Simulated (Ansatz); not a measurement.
CdS (started from an entry of an open crystallographic database), relaxed with r2SCAN in Ansatz 0.2.0. The symmetry is P6_3mc (No. 186, hexagonal); a = 4.165 Å, c = 6.766 Å in the conventional setting, 25.41 Å³ an atom. Around Cd lie 4 S at 2.54–2.55 Å; around S lie 4 Cd at 2.54–2.55 Å.

The axes x, y and z are those of this cell:
```xyz
4
Lattice="4.1646 0.0000 0.0000 -2.0823 3.6067 0.0000 0.0000 0.0000 6.7660" Properties=species:S:1:pos:R:3 pbc="T T T"
Cd    0.0000    2.4044   -0.0065
Cd    2.0823    1.2022    3.3765
S     0.0000    2.4044    2.5438
S     2.0823    1.2022    5.9268
```

Unstrained: The PBE gap is direct at Γ: 1.173 eV. r2SCAN gives a direct gap of 1.632 eV at Γ. The HSE06 gap is direct at Γ: 2.190 eV. Meshes: PBE 12×12×4, r2SCAN 12×12×4, HSE06 6×6×4. Strains are changes of length per length, and xy shears are angles. After each strain the atoms were relaxed again with r2SCAN within the symmetry that the strain leaves, so tilts or polar shifts that break it weren't tested; points keep the names that they have in the unstrained zone. (Simulation; spin polarisation is off.)

Question: Apply isotropic -2.18 % on every length. How far does the gap move, against the unstrained cell?

Answer: PBE: the gap goes from 1.173 to 1.324 eV (+0.151 eV); with r2SCAN the top three valence levels at Γ, grouped 2+1 from the top over 38 meV, become 2+1 over 51 meV. r2SCAN: the gap goes from 1.632 to 1.792 eV (+0.160 eV). HSE06: the gap goes from 2.190 to 2.361 eV (+0.171 eV). The r2SCAN energy rises by 21.9 meV an atom.

Question: Estimate what xy shear, engineering strain (angle) +3.83 % does to the gap.

Answer: PBE: the gap goes from 1.173 to 1.105 eV (-0.068 eV); with r2SCAN the top three valence levels at Γ, grouped 2+1 from the top over 38 meV, become 1+1+1 over 128 meV. r2SCAN: the gap goes from 1.632 to 1.563 eV (-0.069 eV). The r2SCAN energy rises by 1.9 meV an atom.

Spin-orbit coupling is left out.

The meshes of the hybrids are coarse, so their gaps aren't converged to the digits shown.

The splittings at Γ are without spin-orbit coupling, which regroups them where it is of like size or larger.
